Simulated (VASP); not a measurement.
A run of VASP 6.6.1 is set up as follows.

INCAR

```
PREC = Accurate
ENCUT = 520
EDIFF = 1E-6
ISMEAR = 0
SIGMA = 0.1
LREAL = False
LASPH = True
NELM = 100
ALGO = Normal
ISIF = 2
LWAVE = False
LCHARG = True
LDIPOL = True
IDIPOL = 3
DIPOL = 0.5 0.5 0.287
LELF = True
LVHAR = True
LVACPOTAV = True
NBANDS = 25
```

KPOINTS

```
regular mesh
0
Gamma
  9 9 1
```

File POSCAR:

```
Zr
1.0
    3.1232946755      0.0000000000      0.0000000000
    0.0000000000      3.1232946755      0.0000000000
    0.0000000000      0.0000000000     21.1739130820
Zr
3
Direct
    0.5000000000      0.5000000000      0.1889117040
    0.0000000000      0.0000000000      0.2874811557
    0.5000000000      0.5000000000      0.3860369621
```

Potentials or basis: VASP PAW LDA potentials, release 64 (Zr_sv).

Command:

```console
$ cat potpaw_LDA.64/Zr_sv/POTCAR > POTCAR
$ mpirun -np 1 vasp_std > vasp.out
```

**Question.** Estimate the work function of the lower face.

**Answer.** 4.08 eV.

**Question.** Estimate the largest force.

**Answer.** 0.013 eV/Å.

Forces on the atoms (eV/Å):
```
Zr   0.000  0.000 -0.011
Zr   0.000  0.000 -0.001
Zr   0.000  0.000  0.013
```
